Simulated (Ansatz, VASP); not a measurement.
## One calculation of Sb, two programs

```xyz
1
Lattice="3.1600 0.0000 0.0000 0.0000 3.0652 0.0000 0.0000 0.0000 3.1600" Properties=species:S:1:pos:R:3 pbc="T T T"
Sb    0.0000    0.0000    0.0000
```

Change from the starting cell: strain -0.0300 x Voigt [0, 1, 0, 0, 0, 0], atoms carried along.

Alike in both runs: task single point; functional PBEsol; k mesh 16 × 16 × 16; occupations gaussian, width 0.15 eV; no spin polarisation.

|  | VASP | Ansatz |
| --- | --- | --- |
| version | VASP 6.6.1 | Ansatz 0.2.0 |
| potentials or method | VASP PAW PBE potentials, release 64 (Sb) | scalar-relativistic, plane waves, PAW |
| plane-wave cutoff (eV) | 520 | 420 |
| valence electrons in the cell | 5 | 15 |

```tsv
	VASP	Ansatz	Ansatz less VASP
gap on the k mesh at the Fermi level (eV)	none	none	-
pressure (GPa)	-3.4	-3.5	-0.06
largest component of the traceless stress (GPa)	1.77	1.74	-0.028
```

A gap of «none» marks a metal or a gap that the smearing closes. The two sets of potentials don't hold the same shells in valence.

Caveats: the PAW data sets were made with another functional, which shifts forces and pressure a little (VASP). Spin-orbit coupling is left out, which matters for the levels of Sb.
